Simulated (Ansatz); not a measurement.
LiF built on the zincblende prototype was relaxed with 5 functionals in the PAW code Ansatz, cell and atoms free, the symmetry of the start kept (meshes: PBE 10×10×10, r2SCAN 10×10×10, PBEsol 10×10×10, LDA 10×10×10, HSE06 6×6×6). Spin-unpolarised throughout. Whether this structure exists isn't addressed.

The LDA result:
```cif
data_structure
_symmetry_space_group_name_H-M 'P 1'
_symmetry_Int_Tables_number 1
_cell_length_a 2.9735
_cell_length_b 2.9735
_cell_length_c 2.9735
_cell_angle_alpha 60.000
_cell_angle_beta 60.000
_cell_angle_gamma 60.000
_cell_volume 18.59
loop_
_atom_site_label
_atom_site_type_symbol
_atom_site_fract_x
_atom_site_fract_y
_atom_site_fract_z
_atom_site_occupancy
Li1 Li 0.00000 0.00000 0.00000 1
F1 F 0.25000 0.25000 0.25000 1
```

It is cubic, F-43m (No. 216); conventional cell a = 4.205 Å, 9.29 Å³ an atom. Li is surrounded by 4 F at 1.82 Å; F is surrounded by 4 Li at 1.82 Å.

Task: What lattice does PBE give?

Result: a = 4.364 Å; the volume differs by +11.8 % from LDA's. Li has 4 F at 1.89 Å; F has 4 Li at 1.89 Å.

Task: How does the cell change with r2SCAN?

Result: a = 4.289 Å; the volume differs by +6.1 % from LDA's. Li is surrounded by 4 F at 1.86 Å; F is surrounded by 4 Li at 1.86 Å.

Task: Held at the r2SCAN cell, what mean stress do LDA and PBE find, and does its sign point to their own minimum?

Result: Yes. LDA -3.42 GPa, and its relaxed volume is -5.8 % from r2SCAN's; PBE +2.99 GPa, and its relaxed volume is +5.3 % from r2SCAN's. Compression counts positive, so a positive stress asks for a larger cell.
